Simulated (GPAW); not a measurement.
Here is a GPAW 26.7.0 calculation.

Contents of run.py:

```python
from ase import Atoms
from ase.dft.bandgap import bandgap
from ase.io import write
from ase.units import GPa
from gpaw import GPAW, PW, setup_paths

setup_paths.insert(0, '.')

atoms = Atoms(['Ba', 'Ti', 'O', 'O', 'O'],
              cell=[[2.8273666084, 1.6323808724, 2.3183934932],
                    [-2.8273666084, 1.6323808724, 2.3183934932],
                    [0.0, -3.2647617449, 2.3183934932]],
              scaled_positions=[[0.0, 0.0, 0.0],
                                [0.4845, 0.4845, 0.4845],
                                [0.5086, 0.0175, 0.5086],
                                [0.0175, 0.5086, 0.5086],
                                [0.5086, 0.5086, 0.0175]],
              pbc=True)

calc = GPAW(mode=PW(800),
            xc='PBEsol',
            kpts={'size': (5, 5, 5), 'gamma': True},
            occupations={'name': 'fermi-dirac', 'width': 0.05},
            setups={'Ti': ':d,2.0'},
            nbands=36,
            convergence={'density': 1e-05, 'energy': 1e-05},
            maxiter=150,
            txt='gpaw.txt')
atoms.calc = calc
energy = atoms.get_potential_energy()
forces = atoms.get_forces()
stress = atoms.get_stress()
calc.write('gs.gpw')
write('result.traj', atoms)
print(f'Energy: {energy:.6f} eV')
print('Forces (eV/A):')
print(forces.round(4))
print('Stress (GPa):', (stress / GPa).round(3))
print('Fermi level:', round(calc.get_fermi_level(), 4), 'eV')
print(f'Gap: {bandgap(calc)[0]:.4f} eV, direct: {bandgap(calc, direct=True)[0]:.4f} eV')

path = atoms.cell.bandpath('GLB1,BZGX,QFP1Z,LP', npoints=60, eps=1e-4)
bs_calc = calc.fixed_density(kpts=path, symmetry='off', nbands=53,
                             convergence={'bands': 'CBM+6.0', 'eigenstates': 1e-6}, txt='bands.txt')
bs = bs_calc.band_structure()
bs.write('bs.json')
print(f'Gap on the path: {bandgap(bs_calc)[0]:.4f} eV')
```

Potentials or basis: PAW data sets generated in the run's folder for this functional, pw.

Launch:

```console
$ gpaw-setup -f PBEsol Ba O Ti
$ OMP_NUM_THREADS=1 python run.py
```

**Question.** Estimate the band gap along the path.

**Answer.** 2.60 eV, indirect (least direct gap 2.97 eV).

**Question.** Predict the largest force.

**Answer.** 0.621 eV/Å.

**Question.** What does it give for the band gap on the k mesh?

**Answer.** 2.72 eV, indirect (least direct gap 2.99 eV).

**Question.** What does it give for the pressure?

**Answer.** 1.3 GPa.

Levels at the corners of the path, in eV from the valence-band top:
| point | band 16 | band 17 | band 18 | band 19 | band 20 | band 21 | band 22 | band 23 | band 24 | band 25 |
| --- | --- | --- | --- | --- | --- | --- | --- | --- | --- | --- |
| Γ | -1.32 | -1.10 | -0.50 | -0.39 | -0.39 | 2.60 | 2.60 | 2.73 | 4.61 | 4.61 |
| L | -2.11 | -1.69 | -1.64 | -0.97 | -0.86 | 2.80 | 4.08 | 4.18 | 4.57 | 6.23 |
| B1 | -2.35 | -2.31 | -0.02 | -0.02 | 0.00 | 4.65 | 4.81 | 4.81 | 6.53 | 6.53 |
| B | -2.35 | -2.31 | -0.02 | -0.02 | 0.00 | 4.65 | 4.81 | 4.81 | 6.53 | 6.53 |
| Z | -2.35 | -2.31 | -0.02 | -0.02 | 0.00 | 4.65 | 4.81 | 4.81 | 6.53 | 6.53 |
| Γ | -1.32 | -1.10 | -0.50 | -0.39 | -0.39 | 2.60 | 2.60 | 2.73 | 4.61 | 4.61 |
| X | -2.71 | -1.71 | -0.90 | -0.86 | -0.09 | 4.17 | 4.17 | 4.52 | 5.14 | 7.79 |
| Q | -2.71 | -1.71 | -0.90 | -0.86 | -0.09 | 4.17 | 4.17 | 4.52 | 5.14 | 7.79 |
| F | -2.71 | -1.71 | -0.90 | -0.86 | -0.09 | 4.17 | 4.17 | 4.52 | 5.14 | 7.79 |
| P1 | -2.35 | -2.31 | -0.02 | -0.02 | 0.00 | 4.65 | 4.81 | 4.81 | 6.53 | 6.53 |
| Z | -2.35 | -2.31 | -0.02 | -0.02 | 0.00 | 4.65 | 4.81 | 4.81 | 6.53 | 6.53 |
| L | -2.11 | -1.69 | -1.64 | -0.97 | -0.86 | 2.80 | 4.08 | 4.18 | 4.57 | 6.23 |
| P | -2.35 | -2.31 | -0.02 | -0.02 | 0.00 | 4.65 | 4.81 | 4.81 | 6.53 | 6.53 |

Caveat: spin-orbit coupling is left out, which moves the levels of the heavy elements; the mesh misses the band edges, which the band path finds closer together.
